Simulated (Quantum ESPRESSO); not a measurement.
The system is ZnS.

```
Zn S
1.0
     0.00000    2.70200    2.70200
     2.70200    0.00000    2.70200
     2.70200    2.70200    0.00000
Zn S
1 1
Direct
  0.75000 0.75000 0.75000
  0.00000 0.00000 0.00000
```

| Item | Value |
| --- | --- |
| Program | Quantum ESPRESSO 7.5 |
| Task | phonons |
| Functional | PBE |
| Potentials or basis | SG15 PBE 1.2 |
| Cutoff | 952 eV |
| Density cutoff | 3810 eV |
| k mesh | 6 × 6 × 6, shifted |
| Occupations | fermi-dirac, width 0.05 eV |
| Spin | no spin polarisation |
| Mixing beta | 0.5 |
| Most SCF iterations | 120 |
| SCF threshold | 4e-10 Ry |

The cell and the atoms were relaxed first, to 20.19 Å³/atom (a = 3.851 Å, b = 3.851 Å, c = 3.851 Å, α = 60.00°, β = 60.00°, γ = 60.00°), and the response was taken there.

The first run showed a gap, so the response started from a second, tighter run with fixed occupations.

The run gives a transverse optical frequency of 262 cm⁻¹, an electronic dielectric constant of 5.96 and Born charges of ±2.03 e.

**Question.** What are the longitudinal frequency and the static dielectric constant?

**Answer.** The longitudinal mode lies at 329 cm⁻¹, 67 cm⁻¹ over the transverse one, and the static constant is 9.35. The two agree with the Lyddane-Sachs-Teller relation: (329/262)² = 1.58 and 9.35/5.96 = 1.57.
